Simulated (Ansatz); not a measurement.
# AlN: the cost of one run

Program: Ansatz 0.2.0. Level of theory: DFT PBE, scalar-relativistic, plane waves, PAW. These are calculated values, not measurements.

2 further runs of the same task are left out: 2 set aside as unsound or not needed.

## (1) Starting point

The structure is hexagonal, space group P6_3mc (No. 186). The conventional cell has a = 3.130 Å, b = 3.130 Å, c = 5.018 Å, α = 90.00°, β = 90.00°, γ = 120.00°. Al (site symmetry 3m) has 4 N at 1.90 to 1.91 Å as nearest neighbours. N (site symmetry 3m) has 4 Al at 1.90 to 1.91 Å as nearest neighbours.

Coordinates:

```
CELL_PARAMETERS angstrom
3.13021 0.00000 0.00000
-1.56510 2.71084 0.00000
0.00000 0.00000 5.01804
ATOMIC_POSITIONS crystal
Al 0.66667 0.33333 0.49923
Al 0.33333 0.66667 0.99923
N 0.66667 0.33333 0.88077
N 0.33333 0.66667 0.38077
```

It goes back to an entry of the Materials Project.

It is the result of an earlier relaxation at this level (volume 10.65 Å³/atom; gap on the mesh: 4.03 eV).

The unstrained cell was computed beforehand with the same settings: E(σ→0) = -1848.5080 eV for 4 atoms, gap 4.03 eV over the zone.

## (2) Strain -1.5 %

input.yaml reads:

```yaml
crystal:
  lattice:
    - [3.0832552935, 0.0, 0.0]
    - [-1.5416276467, 2.6701774105, 0.0]
    - [0.0, 0.0, 4.9427726727]
  atoms:
    - { symbol: Al, position: [0.6666666667, 0.3333333333, 0.4992342259] }
    - { symbol: Al, position: [0.3333333333, 0.6666666667, 0.9992342259] }
    - { symbol: "N", position: [0.6666666667, 0.3333333333, 0.8807657741] }
    - { symbol: "N", position: [0.3333333333, 0.6666666667, 0.3807657741] }
basis:
  ecutwfc: 420
kpoints:
  mp_grid: { grid: [12, 12, 6] }
hamiltonian:
  xc: pbe
scf:
  occupations: { method: gaussian, width: 0.02 }
output:
  forces: true
  stress: true
  eigenvalues: true
relax:
  adjacent_minimum: "off"
  f_tol: 0.008
  max_steps: 40
```

Launch:

```sh
ansatz run input.yaml --threads 1 --pin off --max-ram 2560MiB --backend cpu --events-out ev --progress --plain --runs-dir out
```

**Question.** How long does this run take on 1 thread of Arm Neoverse V2, shared host, and how much memory does it need?

About 11 s, with a peak of 0.34 GiB.
